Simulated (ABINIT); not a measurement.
# Al (Fm-3m) in ABINIT: a series of runs, part 2 of 2

ABINIT 10.8.3 (patched build). Earlier steps stand in the parts before.

### Step 4. Equation of state, PBEsol

Contents of run.abi:

```
# Datasets: one volume each
ndtset 7
getwfk -1
scalecart1 3*0.9795861087
scalecart2 3*0.9864848297
scalecart3 3*0.9932883884
scalecart4 3*1.0000000000
scalecart5 3*1.0066227096
scalecart6 3*1.0131594038
scalecart7 3*1.0196128224

# Pseudopotentials
pp_dirpath "./"
pseudos "Al.GGA_PBE-JTH.xml"

# Structure
acell 3*1.0 Angstrom
rprim
     0.0000000000     2.0248050000     2.0248050000
     2.0248050000     0.0000000000     2.0248050000
     2.0248050000     2.0248050000     0.0000000000
ntypat 1
znucl 13
natom 1
typat 1
xred
     0.0000000000     0.0000000000     0.0000000000

# Plane-wave basis
ecut 18.0
pawecutdg 36.0
pawxcdev 0

# k points
kptopt 1
ngkpt 11 11 11
nshiftk 1
shiftk 0.0 0.0 0.0

# Exchange and correlation
ixc -116133

# Bands and occupations
nband 6
occopt 3
tsmear 0.05 eV

# SCF cycle
nstep 100
tolvrs 1.0e-9

# Output
iomode 3
prtwf 1
prtden 0
prteig 0
prtebands 0
```

The run is started by

```console
$ abinit run.abi > log 2>&1
```

Run time: 26 s. Hardware: 1 thread of Arm Neoverse V1, shared host; peak memory 0.11 GiB.

The run converged. Its results:

* Equilibrium volume: 16.26 Å³/atom
* Bulk modulus: 83 GPa
* Pressure derivative of the bulk modulus: 4.4

Energy against volume, from the lowest point:
| volume (Å³/atom) | energy (meV/atom) |
| --- | --- |
| 15.607 | 7.25 |
| 15.939 | 1.68 |
| 16.271 | 0.00 |
| 16.603 | 1.86 |
| 16.935 | 6.86 |
| 17.267 | 14.66 |
| 17.599 | 24.99 |

Caveat: pressures at fixed basis lie under the slope of the energies; the PAW data sets were made with another functional, which shifts forces and pressure a little.

### Step 5. Equation of state, RPBE

Changes to run.abi since step 4:

```diff
@@ -40,3 +40,3 @@
 # Exchange and correlation
-ixc -116133
+ixc 15
```

Potentials or basis: JTH PAW PBE v2.0.

The run is started by

```console
$ abinit run.abi > log 2>&1
```

run.abo:

```text
.Version 10.8.3 of ABINIT
 DATASET    1 : space group Fm -3 m (#225); Bravais cF (face-center cubic)
================================================================================
 Values of the parameters that define the memory need for DATASET  1.
     intxc =       0    ionmov =       0      iscf =      17    lmnmax =       8
     lnmax =       4     mgfft =      24  mpssoang =       2    mqgrid =    3001
     natom =       1  nloc_mem =       2    nspden =       1   nspinor =       1
    nsppol =       1      nsym =      48    n1xccc =       1    ntypat =       1
    occopt =       3   xclevel =       2
       mpw =         391          nfft =       13824          nkpt =          56
 PAW method is used; the additional fine FFT grid is defined by:
   mgfftf=        30    nfftf =     27000
================================================================================
================================================================================
[... 71 lines left out ...]
 DATASET    7 : space group Fm -3 m (#225); Bravais cF (face-center cubic)
[... 1345 lines left out ...]
            fcart6    -0.0000000000E+00 -0.0000000000E+00 -0.0000000000E+00
            fcart7    -0.0000000000E+00 -0.0000000000E+00 -0.0000000000E+00
            rprim1     0.0000000000E+00  1.9834708508E+00  1.9834708508E+00
                       1.9834708508E+00  0.0000000000E+00  1.9834708508E+00
                       1.9834708508E+00  1.9834708508E+00  0.0000000000E+00
[... 17 lines left out ...]
                       2.0645171409E+00  2.0645171409E+00  0.0000000000E+00
           strten1    -2.1092530038E-04 -2.1092530038E-04 -2.1092530038E-04
                       0.0000000000E+00  0.0000000000E+00  0.0000000000E+00
           strten2    -1.3971005854E-04 -1.3971005854E-04 -1.3971005854E-04
                       0.0000000000E+00  0.0000000000E+00  0.0000000000E+00
           strten3    -7.5561447407E-05 -7.5561447407E-05 -7.5561447407E-05
                       0.0000000000E+00  0.0000000000E+00  0.0000000000E+00
           strten4    -1.7859819640E-05 -1.7859819640E-05 -1.7859819640E-05
                       0.0000000000E+00  0.0000000000E+00  0.0000000000E+00
           strten5     3.3940389421E-05  3.3940389421E-05  3.3940389421E-05
                       0.0000000000E+00  0.0000000000E+00  0.0000000000E+00
           strten6     8.0368115361E-05  8.0368115361E-05  8.0368115361E-05
                       0.0000000000E+00  0.0000000000E+00  0.0000000000E+00
           strten7     1.2190737259E-04  1.2190737259E-04  1.2190737259E-04
                       0.0000000000E+00  0.0000000000E+00  0.0000000000E+00
 Calculation completed.
```

Wall time 20 s (1 thread of Arm Neoverse V1, shared host); peak memory 0.11 GiB.

What came out:

| Property | Result |
| --- | --- |
| Equilibrium volume | 16.73 Å³/atom |
| Bulk modulus | 78 GPa |
| Pressure derivative of the bulk modulus | 4.4 |

Energy against volume, from the lowest point:
| volume (Å³/atom) | energy (meV/atom) |
| --- | --- |
| 15.607 | 20.35 |
| 15.939 | 9.59 |
| 16.271 | 2.92 |
| 16.603 | 0.00 |
| 16.935 | 0.41 |
| 17.267 | 3.80 |
| 17.599 | 9.89 |

Caveat: pressures at fixed basis lie under the slope of the energies; the PAW data sets were made with another functional, which shifts forces and pressure a little.

### Step 6. Equation of state, BLYP

Changes to run.abi since step 5:

```diff
@@ -40,3 +40,3 @@
 # Exchange and correlation
-ixc 15
+ixc -106131
```

Potentials or basis: JTH PAW PBE v2.0.

The run is started by

```console
$ abinit run.abi > log 2>&1
```

Wall time 26 s (1 thread of Arm Neoverse V1, shared host); peak memory 0.11 GiB.

The run converged. Its results:

```
Equilibrium volume                      : 17.46 Å³/atom
Bulk modulus                            : 58 GPa
Pressure derivative of the bulk modulus : 5.0
```

Energy against volume, from the lowest point:
| volume (Å³/atom) | energy (meV/atom) |
| --- | --- |
| 15.607 | 44.48 |
| 15.939 | 28.70 |
| 16.271 | 16.75 |
| 16.603 | 8.29 |
| 16.935 | 2.90 |
| 17.267 | 0.23 |
| 17.599 | 0.00 |

Caveat: pressures at fixed basis lie under the slope of the energies; the PAW data sets were made with another functional, which shifts forces and pressure a little.

### Step 7. Summary

| level | V0 of scaled cells (Å³/atom) | B0 (GPa) |
| --- | --- | --- |
| PBE | 16.50 | 79 |
| LDA | 16.02 | 84 |
| PBEsol | 16.26 | 83 |
| RPBE | 16.73 | 78 |
| BLYP | 17.46 | 58 |

Alike in all rows: task equation of state; potentials or basis JTH PAW PBE v2.0; no spin polarisation; cell as given; k mesh 11 × 11 × 11; cutoff (eV) 490; smearing fermi-dirac 0.05 eV.

Caveats: pressures at fixed basis lie under the slope of the energies; the PAW data sets were made with another functional, which shifts forces and pressure a little (some runs).

Total energies depend on the potentials used, so only differences within one code and one set of settings carry meaning.

### Step 8. Comparison with measurements

Step 2. Measured bulk modulus of Al: 76.9 GPa (quoted in “The interpretation of polycrystalline coherent inelastic neutron scattering from aluminium”, 2013, pmc:3831299). This calculation gives 79 GPa (+3.0 %). The fit is for a static lattice scaled at fixed shape and fixed fractional positions. The cell as given is a measured one (16.60 Å³/atom); PBE puts the equilibrium volume -0.6 % from it, thermal expansion not counted.

Step 3. Against the measured bulk modulus of Al, 76.9 GPa (quoted in “The interpretation of polycrystalline coherent inelastic neutron scattering from aluminium”, 2013, pmc:3831299), the calculated 84 GPa is off by +8.8 %. The fit is for a static lattice scaled at fixed shape and fixed fractional positions. The cell as given is a measured one (16.60 Å³/atom); LDA puts the equilibrium volume -3.5 % from it, thermal expansion not counted.

Step 4. Against the measured bulk modulus of Al, 76.9 GPa (quoted in “The interpretation of polycrystalline coherent inelastic neutron scattering from aluminium”, 2013, pmc:3831299), the calculated 83 GPa is off by +8.2 %. The fit is for a static lattice scaled at fixed shape and fixed fractional positions. The cell as given is a measured one (16.60 Å³/atom); PBEsol puts the equilibrium volume -2.1 % from it, thermal expansion not counted.

Step 5. A measured bulk modulus of Al is 76.9 GPa (quoted in “The interpretation of polycrystalline coherent inelastic neutron scattering from aluminium”, 2013, pmc:3831299); the calculated 78 GPa misses it by +1.2 %. The fit is for a static lattice scaled at fixed shape and fixed fractional positions. The cell as given is a measured one (16.60 Å³/atom); RPBE puts the equilibrium volume +0.7 % from it, thermal expansion not counted.

Step 6. Measured bulk modulus of Al: 76.9 GPa (quoted in “The interpretation of polycrystalline coherent inelastic neutron scattering from aluminium”, 2013, pmc:3831299). This calculation gives 58 GPa (-24.9 %). The fit is for a static lattice scaled at fixed shape and fixed fractional positions. The cell as given is a measured one (16.60 Å³/atom); BLYP puts the equilibrium volume +5.2 % from it, thermal expansion not counted.
